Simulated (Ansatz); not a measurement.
Crystal: AlCu3.

```
CELL_PARAMETERS angstrom
3.63738 0.00000 0.00000
0.00000 3.63738 0.00000
0.00000 0.00000 3.63738
ATOMIC_POSITIONS crystal
Cu 0.00000 0.50000 0.50000
Cu 0.50000 0.00000 0.50000
Cu 0.50000 0.50000 0.00000
Al 0.00000 0.00000 0.00000
```

The cell comes from a database or a generator and needn't be the stable form of this composition.

```yaml
Program: Ansatz 0.2.0
Task: relaxation of cell and atoms
Functional: PBEsol
Dispersion: D3(BJ)
Potentials_or_basis: Ansatz PAW
Cutoff: "420 eV (not typed: the program's choice for these potentials)"
k_mesh: 7 × 7 × 7
Occupations: fermi-dirac, width 0.05 eV
Spin: no spin polarisation
```

At the start: volume 12.03 Å³/atom.

Question: How do energy, volume and symmetry change on relaxing?

Answer: It ends after 5 steps and the volume is 11.46 Å³/atom (-4.7 %); space group Pm-3m (No. 221, to 0.05 Å).

Step by step:
```
step  energy change (eV)  largest force (eV/Å)  volume (Å³)
   1              0.0000                0.0000        48.12
   2             -0.0458                0.0000        46.78
   3             -0.0558                0.0000        45.77
   4             -0.0559                0.0000        45.86
   5             -0.0545                0.0000        45.86
```

Final structure:
```
CELL_PARAMETERS angstrom
3.57936 0.00000 0.00000
0.00000 3.57936 0.00000
0.00000 0.00000 3.57936
ATOMIC_POSITIONS crystal
Cu 0.00000 0.50000 0.50000
Cu 0.50000 0.00000 0.50000
Cu 0.50000 0.50000 0.00000
Al 0.00000 0.00000 0.00000
```

Caveat: the plane-wave basis is chosen anew once the cell has moved, so the energies of steps on either side of that aren't comparable; pairwise dispersion overbinds metals, which lowers pressure and volume; the PAW data sets come from PBE, with cores solved anew for the run's functional, which leaves a small shift of forces and pressure.
